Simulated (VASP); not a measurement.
# BAs (F-43m) in VASP: notebook, part 2 of 2

VASP 6.6.1. The steps go on from the part before.

## (5) Relaxation of cell and atoms, PBEsol

INCAR

```
  PREC = Accurate
  ENCUT = 600
  EDIFF = 1E-7
  ISMEAR = 0
  SIGMA = 0.03
  LREAL = False
  LASPH = True
  NELM = 80
  ALGO = Normal
  ISIF = 3
  LWAVE = False
  LCHARG = False
  GGA = PS
  IBRION = 2
  NSW = 90
  EDIFFG = -0.005
  KPAR = 4
```

KPOINTS

```
Automatic mesh
0
Gamma
  10 10 10
```

POSCAR

```
BAs                                     
1.0
    0.0000000000      2.3885000000      2.3885000000
    2.3885000000      0.0000000000      2.3885000000
    2.3885000000      2.3885000000      0.0000000000
  B               As            
     1     1
Direct
     0.0000000000000000    0.0000000000000000    0.0000000000000000
     0.2500000000000000    0.2500000000000000    0.2500000000000000
```

Potentials or basis: VASP PAW PBE potentials, release 64 (B, As).

Started as:

```
$ cat potpaw_PBE.64/B/POTCAR potpaw_PBE.64/As/POTCAR > POTCAR
$ mpirun -np 4 vasp_std > vasp.out
```

OUTCAR:

```text
PREC = Accurate
   ENCUT = 600
   EDIFF = 1E-7
   ISMEAR = 0
   LREAL = False
   LASPH = True
   NELM = 80
   ISIF = 3
   GGA = PS
   IBRION = 2
   NSW = 90
   EDIFFG = -0.005

 ion  position               nearest neighbor table
   1  0.000  0.000  0.000-   2 2.07   2 2.07   2 2.07   2 2.07
   2  0.250  0.250  0.250-   1 2.07   1 2.07   1 2.07   1 2.07

  LATTYP: Found a face centered cubic cell.
 ALAT       =     4.7770000000

  Lattice vectors:

 A1 = (   0.0000000000,   2.3885000000,   2.3885000000)
 A2 = (   2.3885000000,   0.0000000000,   2.3885000000)
 A3 = (   2.3885000000,   2.3885000000,   0.0000000000)

Analysis of symmetry for initial positions (statically):
=====================================================================
 Subroutine PRICEL returns:
 Original cell was already a primitive cell.

 Routine SETGRP: Setting up the symmetry group for a
 face centered cubic supercell.

 Subroutine GETGRP returns: Found 24 space group operations
 (whereof 24 operations were pure point group operations)
 out of a pool of 48 trial point group operations.

[... 168 lines left out ...]
 fundamental gap:      1.0763476528
 Fermi energy:         6.2572864170

 k-point     1 :       0.0000    0.0000    0.0000
  band No.  band energies     occupation
      1      -9.3931      2.00000
      2       6.0435      2.00000
      3       6.0435      2.00000
      4       6.0435      2.00000
      5       9.2834      0.00000
      6       9.2834      0.00000
      7       9.2834      0.00000
      8      10.7256      0.00000
[... 243 lines left out ...]
 k-point    24 :       0.4000    0.3000    0.0000
  band No.  band energies     occupation
      1      -6.7432      2.00000
      2      -0.4168      2.00000
      3       2.0340      2.00000
      4       2.5345      2.00000
      5       7.6502      0.00000
      6       9.3358      0.00000
      7      14.8455      0.00000
      8      15.0844      0.00000

 [... further k-points ...]

------------------------ aborting loop because EDIFF is reached ----------------------------------------

  FORCE on cell =-STRESS in cart. coord.  units (eV):
  Direction    XX          YY          ZZ          XY          YZ          ZX
  --------------------------------------------------------------------------------------
  -------------------------------------------------------------------------------------
  Total        0.0089441      0.0089441      0.0089441      0.0000000      0.0000000      0.0000000
  in kB        0.5258271      0.5258271      0.5258271      0.0000000      0.0000000      0.0000000
  external PRESSURE =       0.5258271 kB  Pullay stress =       0.0000000 kB

 VOLUME and BASIS-vectors are now :
 -----------------------------------------------------------------------------
  energy-cutoff  :      600.00
  volume of cell :       27.25
      direct lattice vectors                 reciprocal lattice vectors
     0.000000000  2.388500000  2.388500000    -0.209336404  0.209336404  0.209336404
     2.388500000  0.000000000  2.388500000     0.209336404 -0.209336404  0.209336404
     2.388500000  2.388500000  0.000000000     0.209336404  0.209336404 -0.209336404

 POSITION                                       TOTAL-FORCE (eV/Angst)
 -----------------------------------------------------------------------------------
      0.00000      0.00000      0.00000         0.000000     -0.000000      0.000000
      1.19425      1.19425      1.19425        -0.000000      0.000000     -0.000000
 -----------------------------------------------------------------------------------
    total drift:                               -0.000000     -0.000000     -0.000000

  FREE ENERGIE OF THE ION-ELECTRON SYSTEM (eV)
  ---------------------------------------------------
  free  energy   TOTEN  =       -12.2047775230 eV

  energy  without entropy=      -12.2047775230  energy(sigma->0) =      -12.20477752

 reached required accuracy - stopping structural energy minimisation
```

OSZICAR:

```text
N       E                     dE             d eps       ncg     rms          rms(c)
DAV:   1     0.125436129808E+02    0.12544E+02   -0.42056E+03   752   0.980E+02
DAV:   2    -0.124866728253E+02   -0.25030E+02   -0.24405E+02  1096   0.112E+02
DAV:   3    -0.128122556614E+02   -0.32558E+00   -0.32558E+00   872   0.171E+01
DAV:   4    -0.128127198722E+02   -0.46421E-03   -0.46421E-03  1144   0.675E-01
DAV:   5    -0.128127200231E+02   -0.15097E-06   -0.15095E-06   888   0.791E-03    0.484E+00
DAV:   6    -0.122827930805E+02    0.52993E+00   -0.15757E+00   768   0.639E+00    0.244E+00
DAV:   7    -0.122138761447E+02    0.68917E-01   -0.20215E-01  1064   0.266E+00    0.900E-01
DAV:   8    -0.122045813103E+02    0.92948E-02   -0.20537E-02   816   0.950E-01    0.109E-01
DAV:   9    -0.122047105163E+02   -0.12921E-03   -0.49942E-04   960   0.187E-01    0.587E-02
DAV:  10    -0.122047753613E+02   -0.64845E-04   -0.13482E-04   784   0.794E-02    0.137E-02
DAV:  11    -0.122047778384E+02   -0.24771E-05   -0.37929E-06  1136   0.172E-02    0.122E-02
DAV:  12    -0.122047775031E+02    0.33532E-06   -0.11869E-06   824   0.677E-03    0.148E-03
DAV:  13    -0.122047775230E+02   -0.19869E-07   -0.23581E-08   392   0.158E-03
   1 F= -.12204778E+02 E0= -.12204778E+02  d E =-.122048E+02
```

CONTCAR:

```text
BAs
   1.00000000000000
     0.0000000000000000    2.3885000000000001    2.3885000000000001
     2.3885000000000001    0.0000000000000000    2.3885000000000001
     2.3885000000000001    2.3885000000000001    0.0000000000000000
  B               As
     1     1
Direct
     0.0000000000000000    0.0000000000000000    0.0000000000000000
     0.2500000000000000    0.2500000000000000    0.2500000000000000

  0.00000000E+00  0.00000000E+00  0.00000000E+00
  0.00000000E+00  0.00000000E+00  0.00000000E+00
```

It took 7.2 s on 4 MPI ranks of AMD EPYC 7R13 (Zen 3), shared host; peak memory 0.13 GiB.

Results:

* Free energy: -12.2048 eV
* Pressure after relaxing: 0.1 GPa
* Band gap on the k mesh: 1.08 eV, indirect (least direct gap 3.24 eV)

Final structure:
```
B As
1.0
     0.00000    2.38850    2.38850
     2.38850    0.00000    2.38850
     2.38850    2.38850    0.00000
B As
1 1
Direct
  0.00000 0.00000 0.00000
  0.25000 0.25000 0.25000
```

Levels at points of the mesh, in eV from the valence-band top:
| k point | band 1 | band 2 | band 3 | band 4 | band 5 | band 6 | band 7 | band 8 |
| --- | --- | --- | --- | --- | --- | --- | --- | --- |
| (0.00, 0.00, 0.00) | -15.44 | 0.00 | 0.00 | 0.00 | 3.24 | 3.24 | 3.24 | 4.68 |
| (0.50, 0.00, 0.00) | -12.55 | -8.83 | -1.83 | -1.83 | 2.65 | 4.73 | 4.73 | 8.71 |
| (0.50, 0.50, 0.00) | -11.24 | -8.53 | -4.11 | -4.11 | 1.31 | 1.34 | 11.34 | 11.34 |

Caveat: the relaxation stopped at its first step, so nothing moved; the PAW data sets were made with another functional, which shifts forces and pressure a little.
